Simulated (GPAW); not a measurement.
Runs of GPAW 26.7.0 on Ti. It takes space group P6_3/mmc (No. 194, hexagonal). The conventional cell has a = 2.950 Å, b = 2.950 Å, c = 4.680 Å, α = 90.00°, β = 90.00°, γ = 120.00°. Ti (site symmetry -6m2) is surrounded by 12 Ti at 2.89 to 2.95 Å. 

```tsv
task	level	potentials or basis	cell	eigensolver	band path	band points	optimizer	fmax	gap on the mesh (eV)	pressure (GPa)	relaxed volume (Å³/atom)
band structure	OLYP	PAW data sets generated in the run's folder for this functional, pw	as given	davidson	GMKGALHA,LM,KH	100	-	-	-	(a)	-
relaxation of cell and atoms	PBE+D3(BJ)	GPAW PAW data sets (gpaw-data 1.2.1), pw	relaxed	-	-	-	LBFGS	0.02 eV/Å	none	-0.1	16.47
band structure	PBE	PAW data sets generated in the run's folder for this functional, pw	as given	-	GMKGALHA,LM,KH	80	-	-	-	-2.0	-
relaxation of cell and atoms	LDA	the program's PAW data sets (release 1.2.1) made for this functional, pw	relaxed	-	-	-	BFGS	0.05 eV/Å	none	0.0	16.07
band structure	TASK	GPAW PAW data sets (gpaw-data 1.2.1), pw	as given	-	GMKGALHA,LM,KH	60	-	-	-	3.8	-
relaxation of cell and atoms	revPBE+D3(BJ)	the program's PAW data sets (release 1.2.1) made for this functional, pw	relaxed to 5 GPa	-	-	-	BFGS	0.01 eV/Å	none	5.0	-
band structure	r4SCAN	GPAW PAW data sets (gpaw-data 1.2.1), pw	as given	-	GMKGALHA,LM,KH	80	-	-	-	(b)	-
```

Alike in all rows: no spin polarisation; k mesh 7 × 7 × 4; cutoff (eV) 600; smearing fermi-dirac 0.05 eV.

Q: Estimate the missing entries.

A: (a) -1.5; (b) -2.7.

Caveats: later steps reuse the first step's grids (some runs); pairwise dispersion overbinds metals, which lowers pressure and volume (some runs); the PAW data sets were made with another functional, which shifts forces and pressure a little (some runs).

A gap of «none» marks a metal or a gap under the smearing width.
